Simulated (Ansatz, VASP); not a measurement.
# One calculation of Al, two programs

```xyz
1
Lattice="2.1891 0.0000 0.0000 0.0000 2.1891 0.0000 0.0000 0.0000 2.1891" Properties=species:S:1:pos:R:3 pbc="T T T"
Al    0.0000    0.0000    0.0000
```

Change from the starting cell: volume scaled by 0.52, LAPW.

Alike in both runs: task single point; functional PBE; k mesh 16 × 16 × 16; occupations fermi-dirac, width 0.08 eV; no spin polarisation.

```csv
,VASP,Ansatz
version,VASP 6.6.1,Ansatz 0.2.0
potentials or method,"VASP PAW PBE potentials, release 64 (Al), cutoff 520 eV","all-electron LAPW, scalar-relativistic"
```

|  | VASP | Ansatz | Ansatz less VASP |
| --- | --- | --- | --- |
| pressure (GPa) | 138.3 | 137.0 | -1.29 |

Ansatz ran all-electron here, so the differences hold the error of VASP's frozen core and of both bases.

Caveats: the cell as given lies far from equilibrium; so large a pressure means that the cell lies far from this level's equilibrium, or that cutoff or potentials fall short (VASP).
